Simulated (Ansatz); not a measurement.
A single-point calculation of InP built on the zincblende prototype with the plane-wave code Ansatz, at the level PBE. The cell was relaxed with r2SCAN and then strained (epitaxial +0.86 % in the xy plane, free normal strain -0.97 %), with the atoms relaxed again with r2SCAN; k points keep the names of the unstrained zone.

Input (YAML):
```yaml
crystal:
  lattice:
    - [0.0, 2.9791902107, 2.9250818287]
    - [2.9791902107, 0.0, 2.9250818287]
    - [2.9791902107, 2.9791902107, 0.0]
  atoms:
    - { symbol: In, position: [0.0, 0.0, 0.0] }
    - { symbol: P, position: [0.25, 0.25, 0.25] }
kpoints:
  mp_grid: { grid: [8, 8, 8] }
  band_path:
    path:
      - [0.0, 0.0, 0.0]
      - [-0.5, -0.5, 0.0]
      - [-0.375, -0.375, 0.25]
      - [-0.375, 0.0, 0.375]
      - [0.0, 0.0, 0.5]
      - [-0.5, -0.25, 0.25]
    npoints: 1
hamiltonian:
  xc: pbe
scf:
  occupations: { method: fermi_dirac, width: 0.02 }
  n_extra_bands: 4
output:
  forces: true
  stress: true
  eigenvalues: true
```

The log, with set-up remarks and timings taken out:
```
Functional definition: PBE
  parameter kappa = 0.804
  parameter beta = 0.06672455060314922
  exchange = pbe_x(kappa = kappa, mu = beta*pi^2/3)
  correlation = pbe_c(beta = beta)
Crystal: 2 atoms, lattice volume = 51.924 Å³
Basis set: ecut = 420 eV, 973 PW (Γ)
Bands: 13, of which v1, the nominal top of the filled ones, is band 9 counted from 1 (8 counted from 0)
Symmetry: 8 space group operations
Space group: I-4m2 (ITA 119)
k-points: 59 of 512 (time reversal used)
preconditioner: auto → none  [insulator: Δε(μ)=0.475 eV  σ=0.020 eV  ℏωp=21.9 eV]
SCF 1 converged in 6 iterations: F = -6354.001595 eV  dr2 = 2.70e-8
SCF converged after 6 iterations
Free energy (F): -6354.001595 eV
Fermi energy:    6.907366 eV
--- Stress (GPa, compression-positive) ---
        0.916706       0.000000       0.000000
        0.000000       0.916706       0.000000
        0.000000       0.000000       1.637572
  P = ⅓ Tr σ = 1.1570 GPa (11.570 kbar)
```

bands.tsv, columns around the gap (it counts bands from 0):
```tsv
# k_distance	band_4	band_5	band_6	band_7	band_8	band_9	band_10	band_11	band_12
# fermi_ev = 6.907366
# [0, 0, 0] at k_distance = 0.000000
# [-0.5, -0.5, 0] at k_distance = 1.074019
# [-0.375, -0.375, 0.25] at k_distance = 1.446845
# [-0.375, 0, 0.375] at k_distance = 2.094606
# [0, 0, 0.5] at k_distance = 2.742366
# [-0.5, -0.25, 0.25] at k_distance = 3.494947
# levels_relative_to = fermi_ev
0.000	-14.290	-11.607	-0.327	-0.327	-0.245	0.244	3.772	3.801	3.801
1.074	-14.256	-9.325	-5.842	-2.582	-2.582	1.456	1.863	8.831	9.071
1.447	-14.269	-9.359	-5.731	-3.450	-2.217	1.990	3.932	7.102	7.177
2.095	-14.274	-9.390	-5.798	-3.456	-2.116	2.121	4.074	7.066	7.168
2.742	-14.275	-9.983	-5.866	-1.283	-1.169	1.124	4.444	4.570	6.741
3.495	-14.275	-9.289	-5.759	-3.121	-3.071	3.905	3.950	5.119	5.852
```
In order the rows are Γ, X, U, K, L, W.

The PBE gap is direct at Γ: 0.49 eV. The mean pressure at these positions is +1.16 GPa, compression counted positive.

Calculated for a static, non-magnetic cell.

No spin-orbit coupling is included; it can move band edges with weight on the heavy atoms by tenths of an eV.
